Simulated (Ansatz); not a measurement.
The system is ZnO (zincite).

```
Zn O
1.0
     3.24931    0.00000    0.00000
    -1.62465    2.81398    0.00000
     0.00000    0.00000    5.20571
Zn O
2 2
Direct
  0.66667 0.33333 0.00000
  0.33333 0.66667 0.50000
  0.33333 0.66667 0.87901
  0.66667 0.33333 0.37901
```

Base run:

```yaml
Program: Ansatz 0.2.0
Functional: PBE
Potentials_or_basis: Ansatz PAW
Cutoff: "420 eV (not typed: the program's choice for these potentials)"
k_mesh: 9 × 9 × 5
Occupations: fermi-dirac, width 0.05 eV
Spin: no spin polarisation
```

Its results: band gap on the k mesh 0.80 eV, direct; pressure 4.9 GPa; largest force 0.070 eV/Å.

Task: The run is repeated on the same cell with these changes: functional from PBE to PBE0; k mesh from 9 × 9 × 5 to 5 × 5 × 3. What comes out?

Result: Band gap on the k mesh 3.22 eV, direct; pressure 0.3 GPa; largest force 0.078 eV/Å.

Several settings changed at once, so the effect can't be laid on one alone.

Caveats: some runs use coarse meshes; the PAW data sets come from PBE, with cores solved anew for the run's functional, which leaves a small shift of forces and pressure (some runs); the thresholds are loose for stress (some runs).
